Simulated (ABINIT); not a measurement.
TaN in ABINIT: convergence with tolvrs

The system is TaN.

```
CELL_PARAMETERS angstrom
0.00000 2.17900 2.17900
2.17900 0.00000 2.17900
2.17900 2.17900 0.00000
ATOMIC_POSITIONS crystal
Ta 0.50000 0.50000 0.50000
N 0.00000 0.00000 0.00000
```

```yaml
Program: ABINIT 10.8.3 (patched build)
Task: single point
Functional: BLYP
Potentials_or_basis: SPMS NC PBE v1.0
Cutoff: 952 eV
k_mesh: 10 × 10 × 10
Occupations: fermi-dirac, width 0.1 eV
Spin: no spin polarisation
```

These are the settings of the first run; the series varies tolvrs, with any setting tied to it.

Hardware: 1 thread of Intel(R) Xeon(R) Platinum 8375C CPU @ 2.90GHz (Ice Lake), on a shared host.

```tsv
tolvrs	energy less the tightest run, at zero smearing (meV/atom)	pressure (GPa)	SCF cycles	CPU time (s)	peak memory (GiB)
0.01	0.00	26.42	6	21	0.07
0.001	0.00	26.27	7	19	0.07
0.0001	0.00	26.27	7	22	0.07
1e-05	0.00	26.30	8	24	0.07
1e-06	0.00	26.30	8	22	0.07
1e-08	0.00	26.30	10	26	0.07
1e-10	0.00	26.30	10	25	0.07
1e-13	0.00	26.30	12	33	0.07
```

Against the tightest run, the energy stays within 1 meV/atom from 0.01 on; the pressure stays within 0.1 GPa from 0.001 on. The tightest run that finished is the yardstick and may itself not be fully converged.

Caveat, for the tightest run too: the highest band is partly filled, so the run has too few bands; so large a pressure means that the cell lies far from this level's equilibrium, or that cutoff or potentials fall short; the potentials were made for another functional, which shifts forces and pressure. Spin-orbit coupling is left out, which matters for the levels of Ta.
